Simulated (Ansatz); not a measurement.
# Cr (P6_3/mmc) in Ansatz: a series of runs

One crystal, Cr, is run at these levels: PBE, LDA, PBEsol; tasks: phonons, band structure.

Program: Ansatz 0.2.0. These are calculated values, not measurements. Logs are shortened: lines on timing, memory, paths and dates and some standing lists are left out, and cuts for length are marked.

### 1 The crystal as given

It takes space group P6_3/mmc (No. 194, hexagonal). Conventional cell: a = 2.714 Å, b = 2.714 Å, c = 4.410 Å, α = 90.00°, β = 90.00°, γ = 120.00°. Cr (site symmetry -6m2) has 12 Cr at 2.71 Å as nearest neighbours.

This isn't the form of Cr at room conditions, which is bcc.

### 2 Phonons, PBE, collinear spin, ferromagnetic start

input.yaml

```yaml
crystal:
  lattice:
    - [2.714, 0.0, 0.0]
    - [-1.357, 2.3503929459, 0.0]
    - [0.0, 0.0, 4.41]
  atoms:
    - { symbol: Cr, position: [0.6666666667, 0.3333333333, 0.75], spin: 3.0 }
    - { symbol: Cr, position: [0.3333333333, 0.6666666667, 0.25], spin: 3.0 }
hamiltonian:
  xc: pbe
  pseudopotentials: { kind: paw }
magnetization:
  spin_polarized: true
kpoints:
  mp_grid: { grid: [8, 8, 5] }
scf:
  occupations: { method: fermi_dirac, width: 0.05 }
phonons:
  method: dfpt
```

Potentials or basis: Ansatz PAW.

Command:

```
ansatz run input.yaml --threads 2 --pin off --max-ram 5632MiB --backend cpu --events-out ev --progress --plain --runs-dir out
```

What it wrote:

```text
Warning: RAYON_NUM_THREADS=2 ignored (pool sized by the plan → 2); use --threads N
zone centre: on kpoints.mp_grid the ground state, and the responses unless they are solved on pairs of k-points, stand on 63 of the mesh's 320 k-points, reduced under 4 symmetry operations, with k and −k counted as one. Each operation leaves every solved displacement unchanged or reverses it
Engine: ansatz 0.2.0, x86_64-unknown-linux-gnu
Pseudopotentials: kind: paw
Pseudopotential: Cr, paw, valence charge 14, recommended cutoff 420 eV (normal), Cr.paw.azcp
Functional definition: PBE
  parameter kappa = 0.804
  parameter beta = 0.06672455060314922
  exchange = pbe_x(kappa = kappa, mu = beta*pi^2/3)
  correlation = pbe_c(beta = beta)
Crystal: 2 atoms, lattice volume = 28.131 Å³
Basis set: ecut = 420 eV, 549 PW (Γ), exchange–correlation on 40×40×60 points (8 copies of the dense FFT grid, shifted against one another)
Bands: 21, of which v1, the nominal top of the filled ones, is band 14 counted from 1 (13 counted from 0)
Symmetry: 24 space group operations
Space group: P63/mmc (ITA 194), of the structure as read, at distance tolerance 3.0e-5 Å
Magnetic group: BNS 194.263 (UNI 1493), of the structure as read, at distance tolerance 3.0e-5 Å
k-points: 30 of 320
Non-local potential: Cr, projectors of the file, l = 0: 3, l = 1: 2, l = 2: 3, l = 3: 1
PAW form: soft (Blöchl's): semilocal exchange-correlation on the pseudo side does not see the compensation charge
PAW one-centre angular grid: Cr, 590 points (default); XC on 64 Gauss nodes
Initial density: superposition of atomic densities (chi_scale 0.1, normalization cell)
Starting moments: Σ|m| = 6 μB on 2 of 2 sites
Initial wavefunctions: pseudopotential atomic-orbital guess
Functional: x = pbe(κ = 0.804, μ = 0.2195149727645171), c = pbe(β = 0.06672455060314922)
SCF 1 converged in 10 iterations: F = -6754.164215 eV  dr2 = 4.16e-10
Symmetry: 12 space group operations
k-points: 30 of 320 (time reversal used)
Initial density: read from a saved state, or passed on in memory by an earlier SCF of this step, an earlier step, the calling program or the single point that the run made first
Starting moments: Σ|m| = 6 μB on 2 of 2 sites; this step starts from the density that it was given
Initial wavefunctions: those read from a saved state, or passed on in memory by an earlier step or the calling program
a single point of the input's cell can leave the moments in the input for a lower state (scf.lower_state_search): this run first made a single point of its cell. This run's own SCFs start from the density of the state that the single point found, with the moments in the input. The single point stayed on the moments in the input.
k-points: 63 of 320 (irreducible under 4 space group operations, time reversal used)
Stability of the state it starts from, as read at its close in the collinear treatment: not read negative (Ritz values of 1 − χ₀K, real part plus size of imaginary part, from 0.51 to 0.89, by its mixing steps under the symmetry group of the SCF that read it); its run was given moments
iter 1 solved again at ethr=5.23e-11 eV; its pass at ethr=3.10e-3 eV (dr2=1.46e-8 eV) is discarded
SCF iter   1: F=—  HF=-6754.164215 eV  |F-HF|=—  |Δ(HF+E_count)|=         —  Δρ=2.08e-6 (↑1.69e-6 ↓2.08e-6)  dr2=5.37e-11  dr2_m=9.08e-10  M=1.884 μB ∫|m|=1.886 μB  β_m=0.65  ethr=5.23e-11  ⟨swp⟩=4.0  Hψ=18419  notcnv=0
preconditioner: auto → none  [metal: Δε(μ)=0.020 eV  Ē_g=4.800 eV  σ=0.050 eV  W_gap=0.10  n_scr=2 (ndim 8)  ℏωp=24.3 eV  f_vac=0.000  D(μ)=3.52/eV (n_scr^D=42)]
SCF iter   2: F=—  HF=-6754.164215 eV  |F-HF|=—  |Δ(HF+E_count)|=  2.76e-10  Δρ=1.38e-6 (↑1.38e-6 ↓1.22e-6)  dr2=1.01e-11  dr2_m=4.32e-10  M=1.884 μB ∫|m|=1.886 μB  β_m=0.65  ethr=1.00e-12  ⟨swp⟩=2.1  Hψ=3426  notcnv=0
SCF iter   3: F=—  HF=-6754.164215 eV  |F-HF|=—  |Δ(HF+E_count)|=  1.40e-10  Δρ=7.19e-7 (↑7.19e-7 ↓3.67e-7)  dr2=2.18e-10  dr2_m=1.43e-11  M=1.884 μB ∫|m|=1.886 μB  β_m=0.51  ethr=1.00e-12  ⟨swp⟩=2.5  Hψ=4352  notcnv=0
SCF iter   4: F=—  HF=-6754.164215 eV  |F-HF|=—  |Δ(HF+E_count)|=  7.37e-11  Δρ=9.45e-8 (↑7.70e-8 ↓9.45e-8)  dr2=2.83e-13  dr2_m=1.77e-12  M=1.884 μB ∫|m|=1.886 μB  β_m=0.76  ethr=1.00e-12  ⟨swp⟩=3.0  Hψ=4715  notcnv=0
SCF iter   5: F=-6754.164215 eV  HF=-6754.164215 eV  |F-HF|=9.09e-13  |Δ(HF+E_count)|=  4.55e-12  Δρ=3.65e-8 (↑2.14e-8 ↓3.65e-8)  dr2=4.87e-13  dr2_m=8.95e-14  M=1.884 μB ∫|m|=1.886 μB  ethr=1.00e-12  ⟨swp⟩=3.0  Hψ=8337  notcnv=0
SCF 2 converged in 5 iterations: F = -6754.164215 eV  dr2 = 4.87e-13
DFPT response loops at Γ: preconditioner auto → Kerker (q_TF=auto, 2.726 Å⁻¹) (partly filled bands, converged f_vac=0.000); β = 1.00, the filter's whole step (`scf.mixing.beta` (0.30) is not read by the response loops under this deck's `scf.mixing.preconditioner`; to damp them name `kerker` or `kerker_dos`, under which they read `scf.mixing.beta`, and type it under 1.00, their step now; both keys bind the ground state too); Broyden in place of MSR1
SCF converged after 5 iterations
Magnetization: 1.8837 μB (14.9419 up, 13.0581 down)
Absolute magnetization: 1.8861 μB (∫|ρ↑−ρ↓|, with the PAW one-centre terms)
Spin contamination: 0.0066 ħ² per cell (⟨S²⟩ above its minimum at these occupations)
Per-site moments (μB) at R_I (Å): [(0.8680443476826744, 1.1158327308725133), (0.8680443476826747, 1.1158327308725133)]
Free energy (F): -6754.164215 eV
Harris-Foulkes:  -6754.164215 eV  (|F-HF|=9.09e-13)
Internal energy: -6754.134141 eV  (E = F + TS)
E sigma→0 (E₀):  -6754.149178 eV
Entropy (-TS):   -0.030074 eV (-15.037 meV/atom)
Fermi energy:    15.258971 eV
--- Per-component energies (eV) ---
  E_band       = -392.657014
  E_kinetic    = 678.731961
  E_local      = -2696.549344  (includes V_loc(G=0)·N_el)
  E_nonlocal   = 157.296675
  E_hartree    = 1148.902579
  E_xc         = -276.592003
  E_vxc        = -352.569319  (∫ρ·V_xc dr)
  E_paw        = -2389.102827  (= ΣΔE_a)
  E_vpaw       = -477.372972  (= ΣTr[D̂ρ^β])
  E_aug_tail   = 0.000784  (compensation charges beyond the density's cutoff)
  E_ewald      = -3376.821965
  E_smearing   = -0.030074  (= −TS)
  E_closure    = -0.000000  (closes the sum)
  Σ components = -6754.164215   (vs F -6754.164215, Δ=0.00e0)
--- Band table (eV; the first three rows and the last of 126) ---
  k-point 0 ↑: bands = ["-56.6891", "-56.6010", "-28.1649", "-27.8253", "-27.8253", "-27.7587", "-27.7587", "-27.6769", "8.0739", "11.6672", "14.5735", "14.5735", "14.6366", "14.9417", "14.9417", "15.3845", "15.3845", "15.6307", "16.6260", "16.6260", "22.5291"]
  k-point 1 ↑: bands = ["-56.6807", "-56.6094", "-28.1194", "-27.8190", "-27.8190", "-27.7651", "-27.7651", "-27.7246", "8.4236", "11.4953", "14.4914", "14.4914", "14.5101", "14.8253", "14.8253", "14.8729", "15.6288", "15.6288", "16.6010", "16.6010", "24.0298"]
  k-point 2 ↑: bands = ["-56.6588", "-56.6315", "-27.9990", "-27.8483", "-27.8024", "-27.8024", "-27.7818", "-27.7818", "9.3954", "10.6669", "14.1604", "14.2338", "14.4628", "14.4628", "14.6019", "14.6019", "16.0764", "16.0764", "16.4387", "16.4387", "27.1938"]
  k-point 62 ↓: bands = ["-55.6982", "-55.6890", "-27.2564", "-27.2452", "-27.0831", "-27.0565", "-26.9599", "-26.9259", "12.8900", "13.0639", "13.9982", "14.2932", "14.6458", "14.8462", "15.8961", "16.4268", "17.4283", "17.8251", "19.2720", "20.1537", "25.4535"]
--- Phonons (Γ-DFPT): 2 representative perturbations + reference, on 63 of 320 k-points (Σ response iterations 6) ---
  k mesh reduced under 4 symmetry operations, with k and −k counted as one. Each operation leaves every solved displacement unchanged or reverses it
  ASR residual: 8.549e-4 → 0.000e0 eV/Å²; symmetrization residual: 9.839e-13 eV/Å²
  ASR residual per site (eV/Å²): 8.55e-4 8.55e-4
  Γ frequencies (cm⁻¹): -90.66 -90.66 0.00 0.00 0.00 159.34
  non-analytic LO–TO correction: not included (Born effective charges unavailable; polar crystals: no LO–TO splitting at Γ)
```

It took 32 s on 2 threads of Intel Xeon at 2.50GHz (Skylake/Cascade Lake), shared host; peak memory 0.54 GiB.

Results:

```yaml
Free_energy: -6754.1642 eV
Band_gap_on_the_k_mesh: none (metal or under the smearing width)
Net_moment: 1.88 μB per cell
Absolute_moment: 1.89 μB per cell
Site_moments: Cr +0.87 μB
Highest_phonon_frequency_at_Γ: 159 cm⁻¹
Most_unstable_mode: 91i cm⁻¹
```

Levels at points of the mesh, in eV from the Fermi level:
Spin up:
| k point | band 12 | band 13 | band 14 | band 15 | band 16 | band 17 | band 18 | band 19 |
| --- | --- | --- | --- | --- | --- | --- | --- | --- |
| (0.00, 0.00, 0.00) | -0.69 | -0.62 | -0.32 | -0.32 | 0.13 | 0.13 | 0.37 | 1.37 |
| (0.00, -0.50, 0.00) | -1.18 | -0.83 | -0.73 | -0.24 | 1.54 | 1.64 | 1.71 | 2.94 |
| (-0.50, 0.00, 0.00) | -1.18 | -0.83 | -0.73 | -0.24 | 1.54 | 1.64 | 1.71 | 2.94 |
Spin down:
```tsv
k point	band 9	band 10	band 11	band 12	band 13	band 14	band 15	band 16	band 17	band 18
(0.00, 0.00, 0.00)	-6.86	-3.10	0.02	0.11	0.11	0.50	0.50	0.65	1.02	1.02
(0.00, -0.50, 0.00)	-2.71	-2.55	-2.22	-0.78	0.01	0.05	0.42	2.41	2.58	2.58
(-0.50, 0.00, 0.00)	-2.71	-2.55	-2.22	-0.78	0.01	0.05	0.42	2.41	2.58	2.58
```

Phonon frequencies in cm⁻¹ (negative: imaginary):
```csv
q point,frequencies
"(0.000, 0.000, 0.000)",-91 -91 0 0 0 159
```

Caveat: some modes are imaginary.

(Part 1 of 3 ends here.)
